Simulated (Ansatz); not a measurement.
# TiN (Osbornite): the cost of one run

Computed with Ansatz 0.2.0 through its Python package. Level of theory: DFT PBE, plane waves, PAW.

## 1. The system

Symmetry: Fm-3m, No. 225, cubic system. The conventional cell has a = 4.238 Å, b = 4.238 Å, c = 4.238 Å, α = 90.00°, β = 90.00°, γ = 90.00°. Around Ti (site symmetry m-3m) lie 6 N at 2.12 Å. N (site symmetry m-3m) has 6 Ti at 2.12 Å as nearest neighbours.

The script reads POSCAR:

```text
TiN
1.0
   0.00000000    2.11900000    2.11900000
   2.11900000    0.00000000    2.11900000
   2.11900000    2.11900000    0.00000000
Ti N
1 1
Direct
   0.00000000    0.00000000    0.00000000
   0.50000000    0.50000000    0.50000000
```

## 2. The script

compress_tin.py

```python
'''Volume and enthalpy of TiN against pressure.'''

import warnings

import ansatz
from ase.io import read
import numpy as np
import pandas as pd

def edges_and_angles(cell):
    cell = np.asarray(cell)
    a, b, c = np.linalg.norm(cell, axis=1)
    cosines = cell[1] @ cell[2] / (b * c), cell[0] @ cell[2] / (a * c), cell[0] @ cell[1] / (a * b)
    return (a, b, c, *np.degrees(np.arccos(cosines)))

warnings.simplefilter('ignore', ansatz.DeckWarning)

atoms = read('POSCAR', format='vasp')
crystal = ansatz.Crystal.from_ase(atoms)

base = (
    crystal.calculation()
    .functional('pbe')
    .basis(550)
    .kpoints(12, 12, 12, center='gamma')
    .occupations('methfessel_paxton', width=0.05)
)

# H = F + PV, with 1 GPa A^3 = 1/160.21766 eV
rows = []
for pressure in [0, 2, 4, 6, 8]:
    result = base.relax(cell=True, pressure=pressure, force_tolerance=0.005).run(threads=1, backend='cpu')
    cell = result.lattice.cell_ang
    n_atoms = len(result.lattice.sites)
    volume = abs(np.linalg.det(cell)) / n_atoms
    enthalpy = result.report['free_energy_ev'] / n_atoms + pressure * volume / 160.21766
    rows.append((pressure, volume, enthalpy, *edges_and_angles(cell)))
    print(f'{pressure} GPa done: {volume:.4f} A^3/atom')

table = pd.DataFrame(rows, columns=['P_GPa', 'V_A3_atom', 'H_eV_atom', 'a', 'b', 'c', 'alpha', 'beta', 'gamma'])
print(table.round(4).to_string(index=False))
p, v = np.array([row[0] for row in rows], float), np.array([row[1] for row in rows])
print('mean bulk modulus between rows (GPa):', np.round(-np.diff(p) / np.diff(np.log(v)), 1))
```

## 3. What the engine is handed

The engine receives this input (first run):

```yaml
crystal:
  lattice:
    - [0.0, 2.119, 2.119]
    - [2.119, 0.0, 2.119]
    - [2.119, 2.119, 0.0]
  atoms:
    - { symbol: Ti, position: [0.0, 0.0, 0.0] }
    - { symbol: "N", position: [0.5, 0.5, 0.5] }
basis:
  ecutwfc: 550.0
kpoints:
  mp_grid:
    grid: [12, 12, 12]
    shift: [0.0, 0.0, 0.0]
hamiltonian:
  xc: pbe
scf:
  occupations:
    method: methfessel_paxton
    width: 0.05
relax:
  f_tol: 0.005
  cell:
    p_target: 0.0
```

## 4. Running it

Started as:

```
> python compress_tin.py
```

What time and memory should one allow on 1 thread of Arm Neoverse V2, shared host?

About 23 s, with a peak of 0.49 GiB.
